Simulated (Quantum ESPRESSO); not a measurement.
# Bi (C2/m) in Quantum ESPRESSO: reference runs, part 2 of 2

Quantum ESPRESSO 7.5. The steps go on from the part before.

## Step 3: Single point, PBE (atoms moved at random, drawn with an rms of 0.05 Å)

Contents of pw.in:

```
&CONTROL
  calculation = 'scf'
  prefix = 'pwscf'
  outdir = './tmp'
  pseudo_dir = './pseudo'
  tprnfor = .true.
  tstress = .true.
  disk_io = 'nowf'
/
&SYSTEM
  ibrav = 0
  nat = 2
  ntyp = 1
  ecutwfc = 55
  ecutrho = 440
  nbnd = 22
  occupations = 'smearing'
  smearing = 'fd'
  degauss = 0.00367493
/
&ELECTRONS
  conv_thr = 4d-10
  electron_maxstep = 120
  mixing_beta = 0.5
/
ATOMIC_SPECIES
Bi   208.9804 Bi_pbe_v1.uspp.F.UPF
CELL_PARAMETERS angstrom
   3.4885980000   -3.1325780000    0.0000000000
   3.4885980000    3.1325780000    0.0000000000
  -1.2602350000    0.0000000000    3.1135500000
ATOMIC_POSITIONS crystal
Bi     0.7502280000    0.7515860000    0.8490970000
Bi     0.2471020000    0.2530770000    0.1447550000
K_POINTS automatic
6 6 9 0 0 0
```

Potentials or basis: SSSP 1.3 efficiency PBE.

Started as:

```console
OMP_NUM_THREADS=2 pw.x -in pw.in > pw.out
```

pw.out:

```text
This program is part of the open-source Quantum ESPRESSO suite
     for quantum simulation of materials; please cite
[... 6 lines left out ...]
     --------------------
     sticks:   dense  smooth     PW     G-vecs:    dense   smooth      PW
     Sum        2735    1353    407                71513    25233    4111

     Using Slab Decomposition

     bravais-lattice index     =            0
     lattice parameter (alat)  =       8.8602  a.u.
     unit-cell volume          =     459.2353 (a.u.)^3
     number of atoms/cell      =            2
     number of atomic types    =            1
     number of electrons       =        30.00
     number of Kohn-Sham states=           22
     kinetic-energy cutoff     =      55.0000  Ry
     charge density cutoff     =     440.0000  Ry
     scf convergence threshold =      4.0E-10
     mixing beta               =       0.5000
     number of iterations used =            8  plain     mixing
     Exchange-correlation= SLA  PW   PBE  PBE
                           (   1   4   3   4   0   0   0)

     celldm(1)=   8.860249  celldm(2)=   0.000000  celldm(3)=   0.000000
     celldm(4)=   0.000000  celldm(5)=   0.000000  celldm(6)=   0.000000

     crystal axes: (cart. coord. in units of alat)
               a(1) = (   0.744053  -0.668121   0.000000 )
               a(2) = (   0.744053   0.668121   0.000000 )
               a(3) = (  -0.268785   0.000000   0.664062 )

     reciprocal axes: (cart. coord. in units 2 pi/alat)
               b(1) = (  0.671995 -0.748368  0.271996 )
               b(2) = (  0.671995  0.748368  0.271996 )
               b(3) = ( -0.000000  0.000000  1.505883 )

     PseudoPot. # 1 for Bi read from file:
     Bi_pbe_v1.uspp.F.UPF
     Pseudo is Ultrasoft + core correction, Zval = 15.0
     Generated by new atomic code, or converted to UPF format
     Using radial grid of  899 points,  6 beta functions with:
                l(1) =   0
                l(2) =   0
                l(3) =   1
                l(4) =   1
                l(5) =   2
                l(6) =   2
     Q(r) pseudized with  6 coefficients,  rinner =    1.000   1.000   1.000
                                                       1.000   1.000

     atomic species   valence    mass     pseudopotential
     Bi               15.00   208.98040     Bi( 1.00)

     No symmetry found

   Cartesian axes

     site n.     atom                  positions (alat units)
         1        Bi     tau(   1) = (   0.8892050   0.0009073   0.5638533  )
         2        Bi     tau(   2) = (   0.3332518   0.0039920   0.0961263  )

     number of k points=   164  Fermi-Dirac smearing, width (Ry)=  0.0037

     Number of k-points >= 100: set verbosity='high' to print them.

     Dense  grid:    71513 G-vectors     FFT dimensions: (  60,  60,  45)

     Smooth grid:    25233 G-vectors     FFT dimensions: (  45,  45,  30)

     Check: negative core charge=   -0.000002

     Initial potential from superposition of free atoms

     starting charge      27.9999, renormalised to      30.0000

     negative rho (up, down):  8.793E-02 0.000E+00
     Starting wfcs are   18 randomized atomic wfcs +    4 random wfcs

     Self-consistent Calculation

     iteration #  1     ecut=    55.00 Ry     beta= 0.50
     Davidson diagonalization with overlap
     ethr =  1.00E-02,  avg # of iterations =  7.0

     negative rho (up, down):  8.162E-02 0.000E+00

     total energy              =    -370.32341594 Ry
     estimated scf accuracy    <       1.35725934 Ry

     iteration #  2     ecut=    55.00 Ry     beta= 0.50
     Davidson diagonalization with overlap
     ethr =  4.52E-03,  avg # of iterations =  2.0

     negative rho (up, down):  8.289E-02 0.000E+00

     total energy              =    -370.53285836 Ry
     estimated scf accuracy    <       0.03121535 Ry

     iteration #  3     ecut=    55.00 Ry     beta= 0.50
     Davidson diagonalization with overlap
     ethr =  1.04E-04,  avg # of iterations =  3.2

     negative rho (up, down):  8.443E-02 0.000E+00

     total energy              =    -370.54169836 Ry
     estimated scf accuracy    <       0.00163162 Ry

     iteration #  4     ecut=    55.00 Ry     beta= 0.50
     Davidson diagonalization with overlap
     c_bands:  1 eigenvalues not converged
     ethr =  5.44E-06,  avg # of iterations =  5.6

     negative rho (up, down):  8.453E-02 0.000E+00

     total energy              =    -370.54180657 Ry
     estimated scf accuracy    <       0.00006126 Ry

     iteration #  5     ecut=    55.00 Ry     beta= 0.50
     Davidson diagonalization with overlap
     ethr =  2.04E-07,  avg # of iterations =  2.2

     negative rho (up, down):  8.446E-02 0.000E+00

     total energy              =    -370.54182642 Ry
     estimated scf accuracy    <       0.00000194 Ry

     iteration #  6     ecut=    55.00 Ry     beta= 0.50
     Davidson diagonalization with overlap
     ethr =  6.46E-09,  avg # of iterations =  4.5
[... 24 lines left out ...]
     iteration #  9     ecut=    55.00 Ry     beta= 0.50
     Davidson diagonalization with overlap
     ethr =  5.44E-11,  avg # of iterations =  2.0

     negative rho (up, down):  8.446E-02 0.000E+00

     total energy              =    -370.54182770 Ry
     estimated scf accuracy    <          7.3E-09 Ry

     iteration # 10     ecut=    55.00 Ry     beta= 0.50
     Davidson diagonalization with overlap
     ethr =  2.43E-11,  avg # of iterations =  2.0

     negative rho (up, down):  8.446E-02 0.000E+00

     End of self-consistent calculation

     Number of k-points >= 100: set verbosity='high' to print the bands.

     the Fermi energy is    10.3469 ev

!    total energy              =    -370.54182770 Ry
     estimated scf accuracy    <          2.3E-10 Ry
     smearing contrib. (-TS)   =      -0.00060465 Ry
     internal energy E=F+TS    =    -370.54122305 Ry

     The total energy is F=E-TS. E is the sum of the following terms:
     one-electron contribution =     -99.98587848 Ry
     hartree contribution      =      68.67639505 Ry
     xc contribution           =    -129.22041522 Ry
     ewald contribution        =    -210.01132440 Ry

     convergence has been achieved in  10 iterations

     negative rho (up, down):  8.446E-02 0.000E+00

     Forces acting on atoms (cartesian axes, Ry/au):

     atom    1 type  1   force =     0.00320439    0.00060303    0.00171490
     atom    2 type  1   force =    -0.00320439   -0.00060303   -0.00171490

     Total force =     0.005210     Total SCF correction =     0.000007

     Computing stress (Cartesian axis) and pressure

     negative rho (up, down):  8.446E-02 0.000E+00
          total   stress  (Ry/bohr**3)                   (kbar)     P=       -2.54
  -0.00001632  -0.00000117  -0.00002219           -2.40       -0.17       -3.26
  -0.00000117  -0.00006817  -0.00000131           -0.17      -10.03       -0.19
  -0.00002219  -0.00000131   0.00003265           -3.26       -0.19        4.80

=------------------------------------------------------------------------------=
   JOB DONE.
=------------------------------------------------------------------------------=
```

It took 7.2 min on 2 threads of Arm Neoverse V1, shared host; peak memory 0.44 GiB.

What came out:

- Free energy: -5041.4784 eV
- Pressure: -0.3 GPa
- Largest force: 0.095 eV/Å
- Band gap on the k mesh: none (metal or under the smearing width)

Forces on the atoms (eV/Å):
```
Bi   0.082  0.016  0.044
Bi  -0.082 -0.016 -0.044
```

Caveat: spin-orbit coupling is left out, which moves the levels of the heavy elements.
